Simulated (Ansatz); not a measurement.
# What a change of settings does: CdS

First run: DFT, PBEsol, all-electron PAW with datasets made for the crystal, scalar-relativistic (Ansatz 0.2.0).

Command: `ansatz run input.yaml --threads 1 --pin off --max-ram 2048MiB --backend cpu --events-out ev --progress --plain --runs-dir out` It took 5.9 s on 1 thread of Arm Neoverse V1, with other jobs on the host, peak memory 0.46 GiB.

```yaml
crystal:
  lattice:
    - [0.0, 2.9165, 2.9165]
    - [2.9165, 0.0, 2.9165]
    - [2.9165, 2.9165, 0.0]
  atoms:
    - { symbol: Cd, position: [0.0, 0.0, 0.0] }
    - { symbol: S, position: [0.25, 0.25, 0.25] }
kpoints:
  mp_grid: { grid: [7, 7, 7] }
scf:
  occupations: { method: fermi_dirac, width: 0.03 }
hamiltonian:
  xc: pbesol
  pseudopotentials: { kind: all_electron, datasets: crystal }
output:
  forces: true
  stress: true
  eigenvalues: true
  efg: { contact_densities: true }
```

The cell is entry 9000108 of the Crystallography Open Database, unrelaxed.

This run: the undistorted cell.

It converges in 8 SCF iterations at a pressure of -0.25 GPa.

The input is then changed:

```diff
   occupations: { method: fermi_dirac, width: 0.03 }
+  n_extra_bands: 4
 hamiltonian:
   pseudopotentials: { kind: all_electron, datasets: crystal }
+  dispersion: d3bj
 output:
```

Problem. Predict the outcome of the changed run.

Solution. It converges in 8 SCF iterations at a pressure of -2.01 GPa. More than one line changes, and not each need have an effect.
